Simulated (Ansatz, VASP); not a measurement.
# BiTe: VASP beside Ansatz

```
Bi Te
1.0
     2.42271    1.39875    3.31729
    -2.42271    1.39875    3.31729
     0.00000   -2.79750    3.31729
Bi Te
1 1
Direct
  0.50000 0.50000 0.50000
  0.00000 0.00000 0.00000
```

The cell comes from a database or a generator and needn't be the stable form of this composition.

Alike in both runs: functional LDA; k mesh 7 × 7 × 7; occupations fermi-dirac, width 0.05 eV; no spin polarisation.

```csv
,VASP,Ansatz
version,VASP 6.6.1,Ansatz 0.2.0
potentials or method,"VASP PAW LDA potentials, release 64 (Bi_d, Te)",Ansatz PAW
plane-wave cutoff (eV),520,420
valence electrons in the cell,21,31
task,single point,band structure
```

Ansatz gave:

- gap on the k mesh at the Fermi level (eV): none
- pressure (GPa): -3.4
- largest component of the traceless stress (GPa): 0.36

Which values does VASP return?

gap on the k mesh at the Fermi level (eV): none; pressure (GPa): -3.4; largest component of the traceless stress (GPa): 0.33.

A gap of «none» marks a metal or a gap that the smearing closes. The two sets of potentials don't hold the same shells in valence.

Caveats: spin-orbit coupling is left out, which moves the levels of the heavy elements; the PAW data sets come from PBE, with cores solved anew for the run's functional, which leaves a small shift of forces and pressure (Ansatz).
